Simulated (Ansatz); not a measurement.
# Deforming Hg

```
Hg
1.0
     4.54000    0.00000    0.00000
    -2.27000    3.93176    0.00000
     0.00000    0.00000    3.87000
Hg
3
Direct
  0.33333 0.66667 0.50000
  0.00000 0.00000 0.00000
  0.66667 0.33333 0.50000
```

Atoms are numbered in the order listed.

The conventional cell has a = 4.540 Å, b = 4.540 Å, c = 3.870 Å, α = 90.00°, β = 90.00°, γ = 120.00°. Hg (atom 1) has 3 Hg at 2.62 Å as nearest neighbours. Around Hg (atom 2) lie 12 Hg at 3.26 Å.

The geometry is COD entry 1538509, unchecked; take it as a test cell.

Spin–orbit coupling is left out, though it moves levels of the heavy atoms by tenths of an eV or more.

Level of theory: Ansatz 0.2.0, DFT, PBEsol, all-electron PAW with datasets made for the crystal, scalar-relativistic.

Settings: a Γ-centred 8×8×9 k mesh, Fermi–Dirac smearing of 0.05 eV, cutoff 300 eV (chosen by the program for this cell), no spin polarisation.

The unchanged cell is at 7.78 GPa.

In a metal, stresses and small energies carry noise from the k mesh.

x, y and z are the Cartesian axes of the cell as listed; fractional coordinates follow a strain, and an engineering shear is twice the off-diagonal strain component.

(1) With this change (equal xy, yz and zx engineering shear strains of -2 %), what becomes of the energy and stress and forces?

(2) With this change (equal xy, yz and zx engineering shear strains of -1 %), what becomes of the energy and stress and forces?

With equal xy, yz and zx engineering shear strains of +1 %: energy change under 1 meV/atom; stress change (xx, yy, zz, yz, xz, xy) 0.02, 0.00, 0.02, 0.09, 0.09, -0.33 GPa, compression positive; change of the force on Hg1 (-0.156, 0.002, 0.001) eV/Å.

(3) With this change (equal xy, yz and zx engineering shear strains of +2 %), what becomes of the energy and stress and forces?

Answers

(1) Energy change under 1 meV/atom; stress change (xx, yy, zz, yz, xz, xy) 0.08, 0.05, 0.05, -0.16, -0.17, 0.63 GPa, compression positive; change of the force on Hg1 (0.304, 0.008, -0.001) eV/Å.

(2) Energy change under 1 meV/atom; stress change (xx, yy, zz, yz, xz, xy) 0.02, 0.00, 0.01, -0.11, -0.11, 0.31 GPa, compression positive; change of the force on Hg1 (0.154, 0.002, 0.000) eV/Å.

(3) Energy change under 1 meV/atom; stress change (xx, yy, zz, yz, xz, xy) 0.11, 0.03, 0.09, 0.11, 0.12, -0.69 GPa, compression positive; change of the force on Hg1 (-0.314, 0.006, 0.001) eV/Å.
